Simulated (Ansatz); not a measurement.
# InP (F-43m) in Ansatz: settings compared

One crystal, InP, is run at these levels: PBE, HSE06, PBE0; tasks: single point.

All numbers are computed with Ansatz 0.2.0; they aren't measurements. Logs are shortened: lines on timing, memory, paths and dates and some standing lists are left out, and cuts for length are marked.

**Experimental background.**

From a printed reference work, data compilation, for a bulk crystal of InP at 1.6 K: band gap 1.4236 eV (direct).

The results are compared with them further down.

## (1) The structure

The structure is cubic, space group F-43m (No. 216). Conventional cell: a = 5.861 Å, b = 5.861 Å, c = 5.861 Å, α = 90.00°, β = 90.00°, γ = 90.00°. Around In (site symmetry -43m) lie 4 P at 2.54 Å. Around P (site symmetry -43m) lie 4 In at 2.54 Å.

## (2) Single point, PBE

input.yaml reads:

```yaml
crystal:
  lattice:
    - [0.0, 2.9305, 2.9305]
    - [2.9305, 0.0, 2.9305]
    - [2.9305, 2.9305, 0.0]
  atoms:
    - { symbol: In, position: [0.0, 0.0, 0.0] }
    - { symbol: P, position: [0.75, 0.75, 0.75] }
kpoints:
  mp_grid: { grid: [6, 6, 6] }
scf:
  occupations: { method: fermi_dirac, width: 0.05 }
hamiltonian:
  xc: pbe
  pseudopotentials: { kind: all_electron, datasets: crystal }
output:
  forces: true
  stress: true
  eigenvalues: true
```

Potentials or basis: all-electron PAW datasets made for the crystal.

Launch:

```console
$ ansatz run input.yaml --threads 1 --pin off --max-ram 3072MiB --backend cpu --events-out ev --progress --plain --runs-dir out
```

Log:

```text
Warning: RAYON_NUM_THREADS=1 ignored (pool sized by the plan → 1); use --threads N
hamiltonian.pseudopotentials.datasets: crystal makes datasets for this crystal and solves the spheres of its atoms anew in each pass: cutoff 240.0 eV, the density's 960.0 eV; for an error of 0.50 meV an atom under PBE, 1.0 meV for the cell; an energy difference from a run of another recipe may be off by several times the error for the cell, under r2SCAN by more, where some 0.1 meV an atom stays at smaller errors; P in spheres of 1.159 Å, 5 of its electrons in bands; In in spheres of 1.376 Å, 13 of its electrons in bands, 8 on its site; only band paths and densities of states list, in semicore columns, the levels of the semicore shells that are solved separately: 4s of In, 4p of In
Engine: ansatz 0.2.0, x86_64-unknown-linux-gnu
Pseudopotentials: kind: all_electron
Pseudopotential: In, paw, valence charge 21, recommended cutoff 240 eV (normal), crystal/all_electron/pbe/scalar/gaussian/In, Koelling and Harmon's equation, gaussian nucleus
Pseudopotential: P, paw, valence charge 5, recommended cutoff 240 eV (normal), crystal/all_electron/pbe/scalar/gaussian/P, Koelling and Harmon's equation, gaussian nucleus
Functional definition: PBE
  parameter kappa = 0.804
  parameter beta = 0.06672455060314922
  exchange = pbe_x(kappa = kappa, mu = beta*pi^2/3)
  correlation = pbe_c(beta = beta)
Crystal: 2 atoms, lattice volume = 50.333 Å³
Basis set: ecut = 240 eV, 411 PW (Γ), exchange–correlation on 48×48×48 points (8 copies of the dense FFT grid, shifted against one another)
Bands: 13, of which v1, the nominal top of the filled ones, is band 9 counted from 1 (8 counted from 0)
Symmetry: 24 space group operations
Space group: F-43m (ITA 216), of the structure as read, at distance tolerance 3.7e-5 Å
k-points: 16 of 216 (time reversal used)
Non-local potential: In, projectors of the file, l = 0: 1, l = 1: 1, l = 2: 2
Non-local potential: P, projectors of the file, l = 0: 1, l = 1: 1
PAW form: soft (Blöchl's): semilocal exchange-correlation on the pseudo side does not see the compensation charge
PAW one-centre angular grid: In, 590 points (default); XC on its mesh's 1869 points in the sphere
PAW one-centre angular grid: P, 110 points (default); XC on its mesh's 1935 points in the sphere
Initial density: superposition of atomic densities (neutral atoms: chi_scale 0, normalization atom)
Initial wavefunctions: pseudopotential atomic-orbital guess
Functional: x = pbe(κ = 0.804, μ = 0.2195149727645171), c = pbe(β = 0.06672455060314922)
iter 1 solved again at ethr=7.67e-3 eV; its pass at ethr=1.00e-1 eV (dr2=1.38e0 eV) is discarded
SCF iter   1: F=—  HF=-169355.764071 eV  |F-HF|=—  |Δ(HF+E_count)|=         —  Δρ=3.95e-2  dr2=1.41e0  ethr=7.67e-3  ⟨swp⟩=3.1  Hψ=1056  notcnv=0
preconditioner: auto → none  [insulator: Δε(μ)=1.055 eV  Ē_g=14.240 eV  σ=0.050 eV  W_gap=1.00  n_scr=14 (ndim 8)  ℏωp=22.2 eV  f_vac=0.001  D(μ)=0.00/eV (n_scr^D=0)  ε∞_Penn≈3.4]
iter 2 solved again at ethr=4.83e-4 eV; its pass at ethr=7.67e-3 eV (dr2=8.69e-2 eV) is discarded
SCF iter   2: F=—  HF=-169355.397286 eV  |F-HF|=—  |Δ(HF+E_count)|=   3.67e-1  Δρ=1.50e-2  dr2=8.82e-2  ethr=4.83e-4  ⟨swp⟩=2.1  Hψ=955  notcnv=0  defer=1
SCF iter   3: F=—  HF=-169355.390133 eV  |F-HF|=—  |Δ(HF+E_count)|=   7.15e-3  Δρ=6.61e-3  dr2=1.70e-2  ethr=4.83e-4  ⟨swp⟩=3.0  Hψ=449  notcnv=0
SCF iter   4: F=—  HF=-169355.393370 eV  |F-HF|=—  |Δ(HF+E_count)|=   3.24e-3  Δρ=8.72e-4  dr2=3.12e-4  ethr=9.44e-5  ⟨swp⟩=2.2  Hψ=491  notcnv=0  defer=1
SCF iter   5: F=—  HF=-169355.394945 eV  |F-HF|=—  |Δ(HF+E_count)|=   1.57e-3  Δρ=2.94e-4  dr2=1.78e-5  ethr=1.73e-6  ⟨swp⟩=3.0  Hψ=579  notcnv=0
SCF iter   6: F=—  HF=-169355.394984 eV  |F-HF|=—  |Δ(HF+E_count)|=   3.96e-5  Δρ=1.31e-4  dr2=3.80e-6  ethr=9.90e-8  ⟨swp⟩=3.0  Hψ=397  notcnv=0
SCF iter   7: F=-169355.394997 eV  HF=-169355.394997 eV  |F-HF|=8.53e-9  |Δ(HF+E_count)|=   1.29e-5  Δρ=7.60e-6  dr2=1.10e-8  ethr=2.11e-8  ⟨swp⟩=3.1  Hψ=419  notcnv=0
SCF 1 converged in 7 iterations: F = -169355.394995 eV  dr2 = 1.10e-8
  Residual-converged pass: ⟨swp⟩=4.0  Hψ=618  notcnv=0  max |occ|·‖R‖ = 5.3e-6 eV (tolerance 5.3e-6 eV)  dr2=1.11e-8  dr2_onsite=6.13e-8  max |Δocc| = 2.1e-12
SCF converged after 7 iterations
Free energy (F): -169355.394995 eV
Harris-Foulkes:  -169355.394995 eV  (|F-HF|=8.53e-9)
Internal energy: -169355.394985 eV  (E = F + TS)
E sigma→0 (E₀):  -169355.394990 eV
Entropy (-TS):   -0.000011 eV (-0.005 meV/atom)
Past the cutoff: the bands carry plane waves up to 1.75 times it, of which those up to 1.5 times it add -0.000363 eV an atom, each by itself; the spheres take 0.000452 eV an atom off the energy for waves past 1.75 times it
By the cutoff:   a pressure is off by up to 0.008 GPa (1.2 times the spheres' own share and the shells' term, over an atom's volume, and 0.004 GPa: a bound that held against runs at twice the plane waves)
Past the cutoffs: a stress includes 0.0023 GPa for waves and charges beyond them, in addition to the slope of what the spheres take
In the spheres:  the bands' charges fall short by 2.6e-6 e at most (sound up to 1e-3), those of shells solved beside the bands by 5.2e-8 e (sound up to 5e-4)
Fermi energy:    9.488671 eV
--- Per-component energies (eV) ---
  E_band       = -14.229799
  E_kinetic    = 168.226219
  E_local      = -3782.447753  (includes V_loc(G=0)·N_el)
  E_nonlocal   = 281.149965
  E_hartree    = 1831.659519
  E_xc         = -100.626870
  E_vxc        = -127.192947  (∫ρ·V_xc dr)
  E_paw        = -172180.965386  (= ΣΔE_a)
  E_vpaw       = -7476.360555  (= ΣTr[D̂ρ^β])
  E_ewald      = -2831.470370
  E_smearing   = -0.000011  (= −TS)
  E_closure    = 7259.079692  (closes the sum)
  Σ components = -169355.394995   (vs F -169355.394995, Δ=0.00e0)
  The terms above E_closure are by the made datasets' own strengths, without shells solved beside the bands.
--- Forces (eV/Å), atoms counted from 1 ---
  atom   1  In    -0.00000000     0.00000000     0.00000000
  atom   2  P      0.00000000    -0.00000000    -0.00000000
  max |Σ_I F_I| component: 6.48e-17 eV/Å
--- Stress (GPa, compression-positive) ---
        3.334608       0.000000      -0.000000
       -0.000000       3.334608       0.000000
        0.000000       0.000000       3.334608
  P = ⅓ Tr σ = 3.3346 GPa (33.346 kbar)
  It holds what live shells' own plane waves past their cutoff add
--- Band table (eV; the first three rows and the last of 16) ---
  k-point 0: bands = ["-5.0924", "-5.0924", "-5.0924", "-4.9407", "-4.9407", "-2.4120", "9.1050", "9.1050", "9.1050", "9.8167", "13.1927"]
  k-point 1: bands = ["-5.1242", "-5.0799", "-5.0799", "-4.9402", "-4.9402", "-2.0988", "6.9241", "8.8007", "8.8007", "10.9074", "13.5978"]
  k-point 2: bands = ["-5.1833", "-5.0602", "-5.0602", "-4.9337", "-4.9337", "-1.2902", "4.5420", "8.3289", "8.3289", "10.7612", "13.9705"]
  k-point 15: bands = ["-5.2533", "-5.0200", "-4.9960", "-4.9688", "-4.9188", "0.0256", "3.4644", "6.2998", "6.3236", "12.3861", "12.7284"]
```

It used 5 s of CPU time on 1 thread of Intel(R) Xeon(R) Platinum 8259CL CPU @ 2.50GHz (Skylake/Cascade Lake), with other jobs on the host, which was overloaded at the time.

What came out:

| Quantity | Value |
| --- | --- |
| Free energy | -169355.3950 eV |
| Pressure | 3.3 GPa |
| Band gap on the k mesh | 0.71 eV, direct |

Levels at points of the mesh, in eV from the valence-band top:
```tsv
k point	band 7	band 8	band 9	band 10	band 11
(0.00, 0.00, 0.00)	0.00	0.00	0.00	0.71	4.09
(0.00, 0.00, -0.50)	-5.73	-0.97	-0.97	1.50	4.81
(0.00, -0.50, -0.50)	-5.75	-2.32	-2.32	1.76	2.27
```

Caveat: spin-orbit coupling is left out, which moves the levels of the heavy elements.

## (3) Single point, HSE06

input.yaml, as its differences from that of step 2:

```diff
@@ -13,3 +13,3 @@
 hamiltonian:
-  xc: pbe
+  xc: hse06
   pseudopotentials: { kind: all_electron, datasets: crystal }
@@ -18,2 +18 @@
   stress: true
-  eigenvalues: true
```

Potentials or basis: all-electron PAW datasets made for the crystal.

Launch:

```console
$ ansatz run input.yaml --threads 1 --pin off --max-ram 3072MiB --backend cpu --events-out ev --progress --plain --runs-dir out
```

Run time: 2.2 min. Hardware: 1 thread of Intel Xeon Platinum 8259CL at 2.50GHz (Skylake/Cascade Lake), shared host; peak memory 0.85 GiB.

It converged, with:

```yaml
Free_energy: -169356.0352 eV
Pressure: 1.5 GPa
Band_gap_on_the_k_mesh: 1.50 eV, direct
```

Levels at points of the mesh, in eV from the valence-band top:
```csv
k point,band 5,band 6,band 7,band 8,band 9,band 10
"(0.00, 0.00, 0.00)",-15.75,-12.74,0.00,0.00,0.00,1.50
"(0.00, 0.00, -0.50)",-15.74,-10.86,-6.24,-1.06,-1.06,2.26
"(0.00, -0.50, -0.50)",-15.71,-10.15,-6.24,-2.54,-2.54,2.37
```

Caveat: spin-orbit coupling is left out, which moves the levels of the heavy elements.

## (4) Single point, PBE0

input.yaml, as its differences from that of step 3:

```diff
@@ -13,3 +13,3 @@
 hamiltonian:
-  xc: hse06
+  xc: pbe0
   pseudopotentials: { kind: all_electron, datasets: crystal }
```

Potentials or basis: all-electron PAW datasets made for the crystal.

Launch:

```console
$ ansatz run input.yaml --threads 1 --pin off --max-ram 3072MiB --backend cpu --events-out ev --progress --plain --runs-dir out
```

Log:

```text
Warning: RAYON_NUM_THREADS=1 ignored (pool sized by the plan → 1); use --threads N
hamiltonian.pseudopotentials.datasets: crystal makes datasets for this crystal and solves the spheres of its atoms anew in each pass: cutoff 270.0 eV, the density's 1080.0 eV;, for an error of 0.50 meV an atom under PBE, 1.0 meV for the cell; an energy difference from a run of another recipe may be off by several times the error for the cell, under r2SCAN by more, where some 0.1 meV an atom stays at smaller errors; P in spheres of 1.159 Å, 5 of its electrons in bands; In in spheres of 1.376 Å, 13 of its electrons in bands
[... 2 set-up lines as earlier in the session ...]
Pseudopotential: In, paw, valence charge 13, recommended cutoff 270 eV (normal), crystal/all_electron/pbe/scalar/gaussian/In, Koelling and Harmon's equation, gaussian nucleus
Pseudopotential: P, paw, valence charge 5, recommended cutoff 270 eV (normal), crystal/all_electron/pbe/scalar/gaussian/P, Koelling and Harmon's equation, gaussian nucleus
Functional definition: PBE0
  parameter a = 0.25
[... 2 set-up lines as earlier in the session ...]
  exchange = (1 - a)*pbe_x(kappa = kappa, mu = beta*pi^2/3) + a*exact_x
[... 1 set-up line as earlier in the session ...]
Crystal: 2 atoms, lattice volume = 50.333 Å³
Basis set: ecut = 270 eV, 531 PW (Γ), exchange–correlation on 48×48×48 points (8 copies of the dense FFT grid, shifted against one another)
[... 51 lines left out ...]
  E_ewald      = -1220.708286
  E_smearing   = -0.000000  (= −TS)
  E_closure    = 2742.203873  (closes the sum)
  Σ components = -169355.516851   (vs F -169355.516851, Δ=0.00e0)
  The terms above E_closure are by the made datasets' own strengths, without shells solved beside the bands.
--- Forces (eV/Å), atoms counted from 1 ---
  atom   1  In    -0.00000000    -0.00000000     0.00000000
  atom   2  P      0.00000000    -0.00000000    -0.00000000
  max |Σ_I F_I| component: 9.25e-17 eV/Å
--- Stress (GPa, compression-positive) ---
        1.318890       0.000000      -0.000000
       -0.000000       1.318890       0.000000
       -0.000000       0.000000       1.318890
  P = ⅓ Tr σ = 1.3189 GPa (13.189 kbar)
--- Band table (eV; the first three rows and the last of 16) ---
  k-point 0: bands = ["-7.6486", "-7.6486", "-7.6486", "-7.4828", "-7.4828", "-4.4918", "8.3507", "8.3507", "8.3507", "10.4628"]
  k-point 1: bands = ["-7.6789", "-7.6359", "-7.6359", "-7.4826", "-7.4826", "-4.1511", "6.0352", "8.0163", "8.0163", "11.5731"]
  k-point 2: bands = ["-7.7360", "-7.6152", "-7.6152", "-7.4771", "-7.4771", "-3.2690", "3.3119", "7.4861", "7.4861", "11.4259"]
  k-point 15: bands = ["-7.8074", "-7.5739", "-7.5490", "-7.5130", "-7.4625", "-1.8365", "2.1512", "5.2178", "5.2691", "13.0010"]
```

Run time: 2.2 min. Hardware: 1 thread of Intel Xeon Platinum 8259CL at 2.50GHz (Skylake/Cascade Lake), shared host; peak memory 0.83 GiB.

What came out:

| Property | Result |
| --- | --- |
| Free energy | -169355.5169 eV |
| Pressure | 1.3 GPa |
| Band gap on the k mesh | 2.11 eV, direct |

Caveat: spin-orbit coupling is left out, which moves the levels of the heavy elements.

## (5) Overview

| level | cutoff (eV) | gap on the mesh (eV) | pressure (GPa) |
| --- | --- | --- | --- |
| PBE | 240 | 0.71 | 3.3 |
| HSE06 | 270 | 1.50 | 1.5 |
| PBE0 | 270 | 2.11 | 1.3 |

Alike in all rows: task single point; potentials or basis all-electron PAW datasets made for the crystal; no spin polarisation; cell as given; k mesh 6 × 6 × 6; smearing fermi-dirac 0.05 eV.

On the cell as given the gap runs from 0.71 eV (PBE) to 2.11 eV (PBE0). The pressure there spans 1.3 GPa (PBE0) to 3.3 GPa (PBE); a positive pressure means that this level wants a larger cell, a negative one a smaller.

Caveats: spin-orbit coupling is left out, which moves the levels of the heavy elements.

Compare energies only between runs with the same functional and basis.

## (6) How close it comes

Step 2. Measured gap of InP: 1.4236 eV (direct; 1.6 K; a printed reference work, data compilation). This calculation gives 0.71 eV (-0.71 eV). Spin-orbit coupling on In is left out. The value is that of PBE, without temperature or zero-point motion. Semilocal functionals fall short of measured gaps as a rule.

Step 3. Measured gap of InP: 1.4236 eV (direct; 1.6 K; a printed reference work, data compilation). This calculation gives 1.50 eV (+0.08 eV). Spin-orbit coupling on In is left out. The value is that of HSE06, without temperature or zero-point motion.

Step 4. A measured gap of InP is 1.4236 eV (direct; 1.6 K; a printed reference work, data compilation); the calculated 2.11 eV misses it by +0.69 eV. Spin-orbit coupling on In is left out. The value is that of PBE0, without temperature or zero-point motion.
